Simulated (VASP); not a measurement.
Input of a VASP 6.6.1 run:

Contents of INCAR:

```
SYSTEM = Mg
PREC = Accurate
ENCUT = 520
EDIFF = 1E-7
ISMEAR = 1
SIGMA = 0.1
LREAL = .False.
LASPH = .True.
NELM = 80
ALGO = Normal
ISIF = 2
LWAVE = .False.
LCHARG = .True.
GGA = PS
LVHAR = .True.
```

Contents of KPOINTS:

```
regular mesh
0
Gamma
  16 16 8
  0 0 0
```

The input POSCAR:

```
Mg                                      
1.0
    3.1839595226      0.0000000000     -0.0000000000
   -1.5919797613      2.7573898272     -0.0000000000
   -0.0000000000     -0.0000000000      5.1212442934
  Mg            
     2
Direct
     0.3333333300000021    0.6666666699999979    0.2500000000000000
     0.6666666699999979    0.3333333300000021    0.7500000000000000
```

Potentials or basis: VASP PAW PBE potentials, release 64 (Mg).

Command:

```bash
$ cat potpaw_PBE.64/Mg/POTCAR > POTCAR
$ mpirun -np 1 vasp_std > vasp.out
```

What does it give for the band gap on the k mesh?

None (metal or under the smearing width).

Estimate the pressure.

0.0 GPa.

Caveat: the PAW data sets were made with another functional, which shifts forces and pressure a little.
